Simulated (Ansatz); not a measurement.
# CdSe (Fm-3m) in Ansatz: notebook

One crystal, CdSe, is run at these levels: LDA; tasks: single point, equation of state.

Program: Ansatz 0.2.0. These are calculated values, not measurements. Logs are shortened: lines on timing, memory, paths and dates and some standing lists are left out, and cuts for length are marked.

## (1) Starting point

It takes space group Fm-3m (No. 225, cubic). Conventional cell: a = 5.748 Å, b = 5.748 Å, c = 5.748 Å, α = 90.00°, β = 90.00°, γ = 90.00°. Around Cd (site symmetry m-3m) lie 6 Se at 2.87 Å. Se (site symmetry m-3m) is surrounded by 6 Cd at 2.87 Å.

Measurements of this composition are mostly on another form, of space group No. 186.

## (2) Single point, LDA, 22.31 Å³/atom (volume scaled by 0.94)

Input file input.yaml:

```yaml
crystal:
  lattice:
    - [0.0, 2.8152893338, 2.8152893338]
    - [2.8152893338, 0.0, 2.8152893338]
    - [2.8152893338, 2.8152893338, 0.0]
  atoms:
    - { symbol: Cd, position: [0.0, 0.0, 0.0] }
    - { symbol: Se, position: [0.5, 0.5, 0.5] }
hamiltonian:
  xc: lda
  pseudopotentials: { kind: paw }
kpoints:
  mp_grid: { grid: [8, 8, 8] }
scf:
  occupations: { method: fermi_dirac, width: 0.05 }
output:
  forces: true
  stress: true
  eigenvalues: true
```

Potentials or basis: Ansatz PAW.

On the command line:

```sh
$ ansatz run input.yaml --threads 2 --pin off --max-ram 5632MiB --backend cpu --events-out ev --progress --plain --runs-dir out
```

The program printed:

```text
Warning: RAYON_NUM_THREADS=2 ignored (pool sized by the plan → 2); use --threads N
Engine: ansatz 0.2.0, x86_64-unknown-linux-gnu
Pseudopotentials: kind: paw
Pseudopotential: Cd, paw, valence charge 20, recommended cutoff 420 eV (normal), Cd.paw.azcp
Pseudopotential: Se, paw, valence charge 16, recommended cutoff 420 eV (normal), Se.paw.azcp
Functional definition: SPW92
  exchange = slater_x
  correlation = pw_c
Crystal: 2 atoms, lattice volume = 44.627 Å³
Basis set: ecut = 420 eV, 893 PW (Γ)
Bands: 22, of which v1, the nominal top of the filled ones, is band 18 counted from 1 (17 counted from 0)
Symmetry: 48 space group operations
Space group: Fm-3m (ITA 225), of the structure as read, at distance tolerance 3.5e-5 Å
k-points: 29 of 512
Non-local potential: Cd, projectors of the file, l = 0: 3, l = 1: 2, l = 2: 2, l = 3: 1
Non-local potential: Se, projectors of the file, l = 0: 2, l = 1: 2, l = 2: 3, l = 3: 1
PAW form: soft (Blöchl's): semilocal exchange-correlation on the pseudo side does not see the compensation charge
PAW frozen core: Cd, regenerated for the run's functional, and the local potential with it (the file was generated under x = pbe(κ = 0.804, μ = 0.2195149727645171), c = pbe(β = 0.06672455060314922))
PAW frozen core: Se, regenerated for the run's functional, and the local potential with it (the file was generated under x = pbe(κ = 0.804, μ = 0.2195149727645171), c = pbe(β = 0.06672455060314922))
PAW one-centre angular grid: Cd, 590 points (default); XC on 64 Gauss nodes
PAW one-centre angular grid: Se, 590 points (default); XC on 64 Gauss nodes
Initial density: superposition of atomic densities (neutral atoms: chi_scale 0, normalization atom), corrected by the library's trained network
Initial wavefunctions: pseudopotential atomic-orbital guess
Functional: x = slater, c = lda
SCF iter   1: F=—  HF=-13502.065951 eV  |F-HF|=—  |Δ(HF+E_count)|=         —  Δρ=7.54e-3  dr2=1.59e-2  ethr=1.77e-3  ⟨swp⟩=5.6  Hψ=2646  notcnv=0
preconditioner: auto → Kerker (q_TF=auto, 2.632 Å⁻¹)  [metal: Δε(μ)=0.096 eV  Ē_g=12.282 eV  σ=0.050 eV  W_gap=0.43  n_scr=14 (ndim 8)  ℏωp=23.6 eV  f_vac=0.028  D(μ)=0.49/eV (n_scr^D=0)]
SCF iter   2: F=—  HF=-13502.062030 eV  |F-HF|=—  |Δ(HF+E_count)|=   3.92e-3  Δρ=3.26e-3  dr2=2.85e-3  ethr=4.40e-5  ⟨swp⟩=2.0  Hψ=1168  notcnv=0
SCF iter   3: F=—  HF=-13502.061434 eV  |F-HF|=—  |Δ(HF+E_count)|=   5.96e-4  Δρ=1.13e-3  dr2=4.25e-4  ethr=7.93e-6  ⟨swp⟩=2.0  Hψ=740  notcnv=0
SCF iter   4: F=—  HF=-13502.061383 eV  |F-HF|=—  |Δ(HF+E_count)|=   5.07e-5  Δρ=1.70e-4  dr2=1.00e-5  ethr=1.18e-6  ⟨swp⟩=1.6  Hψ=662  notcnv=0
SCF iter   5: F=—  HF=-13502.061376 eV  |F-HF|=—  |Δ(HF+E_count)|=   7.14e-6  Δρ=9.02e-5  dr2=3.73e-6  ethr=2.79e-8  ⟨swp⟩=2.0  Hψ=1045  notcnv=0
SCF iter   6: F=—  HF=-13502.061376 eV  |F-HF|=—  |Δ(HF+E_count)|=   2.98e-7  Δρ=2.54e-5  dr2=3.29e-7  ethr=1.04e-8  ⟨swp⟩=2.7  Hψ=1008  notcnv=0
SCF iter   7: F=-13502.061376 eV  HF=-13502.061376 eV  |F-HF|=2.55e-11  |Δ(HF+E_count)|=   6.56e-8  Δρ=6.93e-6  dr2=2.35e-8  ethr=2.78e-10  ⟨swp⟩=4.9  Hψ=2504  notcnv=0
SCF 1 converged in 7 iterations: F = -13502.061376 eV  dr2 = 2.35e-8
SCF converged after 7 iterations
Free energy (F): -13502.061376 eV
Harris-Foulkes:  -13502.061376 eV  (|F-HF|=2.55e-11)
Internal energy: -13502.057395 eV  (E = F + TS)
E sigma→0 (E₀):  -13502.059386 eV
Entropy (-TS):   -0.003981 eV (-1.991 meV/atom)
Fermi energy:    10.835350 eV
--- Per-component energies (eV) ---
  E_band       = -784.464898
  E_kinetic    = 624.789792
  E_local      = -5367.762353  (includes V_loc(G=0)·N_el)
  E_nonlocal   = -547.768035
  E_hartree    = 2577.621639
  E_xc         = -279.261857
  E_vxc        = -320.070891  (∫ρ·V_xc dr)
  E_paw        = -5774.949202  (= ΣΔE_a)
  E_vpaw       = -328.899095  (= ΣTr[D̂ρ^β])
  E_aug_tail   = -0.000591  (compensation charges beyond the density's cutoff)
  E_ewald      = -4737.710720
  E_core_change = 2.983931  (= ΣΔE_core)
  E_smearing   = -0.003981  (= −TS)
  E_closure    = 0.000000  (closes the sum)
  Σ components = -13502.061376   (vs F -13502.061376, Δ=0.00e0)
--- Forces (eV/Å), atoms counted from 1 ---
  atom   1  Cd     0.00000000    -0.00000000    -0.00000000
  atom   2  Se     0.00000000    -0.00000000    -0.00000000
  max |Σ_I F_I| component: 1.91e-29 eV/Å
--- Stress (GPa, compression-positive) ---
       -2.522382       0.000000       0.000000
        0.000000      -2.522382      -0.000000
        0.000000      -0.000000      -2.522382
  P = ⅓ Tr σ = -2.5224 GPa (-25.224 kbar)
--- Band table (eV; the first three rows and the last of 29) ---
  k-point 0: bands = ["-91.0450", "-52.1921", "-52.1921", "-52.1921", "-36.3083", "-36.3083", "-36.3044", "-36.3044", "-36.3044", "-2.5941", "2.7148", "2.7148", "2.7353", "2.7353", "2.7353", "10.0190", "10.0190", "10.0190", "10.8216", "19.4600", "19.4600", "19.4600"]
  k-point 1: bands = ["-91.0450", "-52.1922", "-52.1921", "-52.1921", "-36.3082", "-36.3082", "-36.3044", "-36.3044", "-36.3044", "-2.4685", "2.6754", "2.6754", "2.7226", "2.7574", "2.7574", "8.5419", "10.1083", "10.1083", "12.2626", "18.0685", "18.8896", "18.8896"]
  k-point 2: bands = ["-91.0450", "-52.1926", "-52.1922", "-52.1922", "-36.3082", "-36.3082", "-36.3043", "-36.3043", "-36.3043", "-2.1331", "2.5784", "2.5784", "2.6753", "2.8166", "2.8166", "6.9578", "10.3395", "10.3395", "13.5001", "16.9966", "17.4059", "17.4059"]
  k-point 28: bands = ["-91.0450", "-52.1928", "-52.1928", "-52.1925", "-36.3083", "-36.3081", "-36.3043", "-36.3043", "-36.3040", "-1.5730", "2.5877", "2.7382", "2.7382", "2.9643", "3.3676", "7.2817", "7.2817", "7.4176", "13.7396", "16.5331", "18.1553", "18.1553"]
```

It took 0.65 s on 2 threads of Intel Xeon Platinum 8488C (Sapphire Rapids), shared host; peak memory 0.37 GiB.

What came out:

| Property | Result |
| --- | --- |
| Free energy | -13502.0614 eV |
| Pressure | -2.5 GPa |
| Band gap on the k mesh | none (metal or under the smearing width) |

Caveat: the PAW data sets come from PBE, with cores solved anew for the run's functional, which leaves a small shift of forces and pressure.

## (3) Single point, LDA, 22.79 Å³/atom (volume scaled by 0.96)

input.yaml, as its differences from that of step 2:

```diff
@@ -2,5 +2,5 @@
   lattice:
-    - [0.0, 2.8152893338, 2.8152893338]
-    - [2.8152893338, 0.0, 2.8152893338]
-    - [2.8152893338, 2.8152893338, 0.0]
+    - [0.0, 2.8351159683, 2.8351159683]
+    - [2.8351159683, 0.0, 2.8351159683]
+    - [2.8351159683, 2.8351159683, 0.0]
   atoms:
```

Potentials or basis: Ansatz PAW.

On the command line:

```sh
$ ansatz run input.yaml --threads 2 --pin off --max-ram 5632MiB --backend cpu --events-out ev --progress --plain --runs-dir out
```

Run time: 0.62 s. Hardware: 2 threads of Intel Xeon Platinum 8488C (Sapphire Rapids), shared host; peak memory 0.38 GiB.

It converged, with:

| Property | Result |
| --- | --- |
| Free energy | -13502.0425 eV |
| Pressure | -3.8 GPa |
| Band gap on the k mesh | none (metal or under the smearing width) |

Caveat: the PAW data sets come from PBE, with cores solved anew for the run's functional, which leaves a small shift of forces and pressure.

## (4) Single point, LDA, 23.26 Å³/atom (volume scaled by 0.98)

input.yaml, as its differences from that of step 3:

```diff
@@ -2,5 +2,5 @@
   lattice:
-    - [0.0, 2.8351159683, 2.8351159683]
-    - [2.8351159683, 0.0, 2.8351159683]
-    - [2.8351159683, 2.8351159683, 0.0]
+    - [0.0, 2.8546691101, 2.8546691101]
+    - [2.8546691101, 0.0, 2.8546691101]
+    - [2.8546691101, 2.8546691101, 0.0]
   atoms:
```

On the command line:

```sh
$ ansatz run input.yaml --threads 2 --pin off --max-ram 5632MiB --backend cpu --events-out ev --progress --plain --runs-dir out
```

Run time: 0.63 s. Hardware: 2 threads of Intel Xeon Platinum 8488C (Sapphire Rapids), shared host; peak memory 0.38 GiB.

The run converged. Its results:

```
Free energy            : -13502.0163 eV
Pressure               : -5.0 GPa
Band gap on the k mesh : none (metal or under the smearing width)
```

Caveat: the PAW data sets come from PBE, with cores solved anew for the run's functional, which leaves a small shift of forces and pressure.

## (5) Single point, LDA, 23.74 Å³/atom

input.yaml, as its differences from that of step 4:

```diff
@@ -2,5 +2,5 @@
   lattice:
-    - [0.0, 2.8546691101, 2.8546691101]
-    - [2.8546691101, 0.0, 2.8546691101]
-    - [2.8546691101, 2.8546691101, 0.0]
+    - [0.0, 2.873958, 2.873958]
+    - [2.873958, 0.0, 2.873958]
+    - [2.873958, 2.873958, 0.0]
   atoms:
```

On the command line:

```sh
$ ansatz run input.yaml --threads 2 --pin off --max-ram 5632MiB --backend cpu --events-out ev --progress --plain --runs-dir out
```

Run time: 0.65 s. Hardware: 2 threads of Intel Xeon Platinum 8488C (Sapphire Rapids), shared host; peak memory 0.38 GiB.

Results (log left out):

- Free energy: -13501.9836 eV
- Pressure: -6.0 GPa
- Band gap on the k mesh: none (metal or under the smearing width)

Caveat: the PAW data sets come from PBE, with cores solved anew for the run's functional, which leaves a small shift of forces and pressure.

## (6) Single point, LDA, 24.21 Å³/atom (volume scaled by 1.02)

input.yaml, as its differences from that of step 5:

```diff
@@ -2,5 +2,5 @@
   lattice:
-    - [0.0, 2.873958, 2.873958]
-    - [2.873958, 0.0, 2.873958]
-    - [2.873958, 2.873958, 0.0]
+    - [0.0, 2.8929913891, 2.8929913891]
+    - [2.8929913891, 0.0, 2.8929913891]
+    - [2.8929913891, 2.8929913891, 0.0]
   atoms:
```

Potentials or basis: Ansatz PAW.

On the command line:

```sh
$ ansatz run input.yaml --threads 2 --pin off --max-ram 5632MiB --backend cpu --events-out ev --progress --plain --runs-dir out
```

Run time: 0.65 s. Hardware: 2 threads of Intel Xeon Platinum 8488C (Sapphire Rapids), shared host; peak memory 0.36 GiB.

It converged, with:

| Quantity | Value |
| --- | --- |
| Free energy | -13501.9453 eV |
| Pressure | -6.9 GPa |
| Band gap on the k mesh | none (metal or under the smearing width) |

Caveat: the PAW data sets come from PBE, with cores solved anew for the run's functional, which leaves a small shift of forces and pressure.

## (7) Single point, LDA, 24.69 Å³/atom (volume scaled by 1.04)

input.yaml, as its differences from that of step 6:

```diff
@@ -2,5 +2,5 @@
   lattice:
-    - [0.0, 2.8929913891, 2.8929913891]
-    - [2.8929913891, 0.0, 2.8929913891]
-    - [2.8929913891, 2.8929913891, 0.0]
+    - [0.0, 2.9117775739, 2.9117775739]
+    - [2.9117775739, 0.0, 2.9117775739]
+    - [2.9117775739, 2.9117775739, 0.0]
   atoms:
```

On the command line:

```sh
$ ansatz run input.yaml --threads 2 --pin off --max-ram 5632MiB --backend cpu --events-out ev --progress --plain --runs-dir out
```

Run time: 0.66 s. Hardware: 2 threads of Intel Xeon Platinum 8488C (Sapphire Rapids), shared host; peak memory 0.38 GiB.

It converged, with:

```
Free energy            : -13501.9019 eV
Pressure               : -7.7 GPa
Band gap on the k mesh : none (metal or under the smearing width)
```

Caveat: the PAW data sets come from PBE, with cores solved anew for the run's functional, which leaves a small shift of forces and pressure.

## (8) Single point, LDA, 25.16 Å³/atom (volume scaled by 1.06)

input.yaml, as its differences from that of step 7:

```diff
@@ -2,5 +2,5 @@
   lattice:
-    - [0.0, 2.9117775739, 2.9117775739]
-    - [2.9117775739, 0.0, 2.9117775739]
-    - [2.9117775739, 2.9117775739, 0.0]
+    - [0.0, 2.9303244279, 2.9303244279]
+    - [2.9303244279, 0.0, 2.9303244279]
+    - [2.9303244279, 2.9303244279, 0.0]
   atoms:
```

On the command line:

```sh
$ ansatz run input.yaml --threads 2 --pin off --max-ram 5632MiB --backend cpu --events-out ev --progress --plain --runs-dir out
```

Run time: 0.67 s. Hardware: 2 threads of Intel Xeon Platinum 8488C (Sapphire Rapids), shared host; peak memory 0.39 GiB.

It converged, with:

| Quantity | Value |
| --- | --- |
| Free energy | -13501.8543 eV |
| Pressure | -8.4 GPa |
| Band gap on the k mesh | none (metal or under the smearing width) |

Caveat: the PAW data sets come from PBE, with cores solved anew for the run's functional, which leaves a small shift of forces and pressure.

## (9) Equation of state, LDA

Potentials or basis: Ansatz PAW.

This step only gathers the single runs of the series.

What came out:

| Quantity | Value |
| --- | --- |
| Equilibrium volume | 21.55 Å³/atom (rough: see the caveat) |
| Bulk modulus | 78 GPa (rough) |

Energy against volume, from the lowest point:
```
volume (Å³/atom)  energy (meV/atom)
          22.314               0.00
          22.788               9.45
          23.263              22.55
          23.738              38.88
          24.213              58.06
          24.687              79.72
          25.162             103.55
```

Caveat: the minimum lies outside the volumes run.
